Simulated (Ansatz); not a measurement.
**BaTe: rattling a relaxed structure**

It was reached by relaxing an invented guess, and it needn't be the stable form of this composition.

These are results of Ansatz, DFT PBE, scalar-relativistic, plane waves, PAW, not measurements. Cutoff 420 eV; k points 6×6×4 on the computed 4-atom cell (Γ-centred); Gaussian smearing, width 0.02 eV; no spin polarisation.

The cell below (4 atoms, space group P6_3/mmc (No. 194)) is relaxed within its symmetry.

```
Ba Te
1.0
     4.84902    0.00000    0.00000
    -2.42451    4.19938    0.00000
     0.00000    0.00000    8.60694
Ba Te
2 2
Direct
  0.66667 0.33333 0.75000
  0.33333 0.66667 0.25000
  0.00000 0.00000 0.00000
  0.00000 0.00000 0.50000
```

For the test a repeat of it with 8 atoms (edges 4.85, 4.85, 17.21 Å) was strained at random (σ = 1.5 % a component), the atoms were moved at random (σ = 0.15 Å), and all was relaxed again on a coarse 3×3×1 mesh (in the run’s order of axes) with 0.10 eV smearing, with no symmetry imposed.

These runs have no spin–orbit coupling, which can matter for Te.

Problem. Is the structure stable against such a distortion?

Solution. It returns, within 1 meV/atom of the unmoved cell on that mesh and with the same symmetry when read at 0.1 Å (C2 at 0.01 Å, so small strains and shifts remain). So it is stable against the distortions that fit this cell and that this random move excites. Modes that don't fit the cell aren't tested.
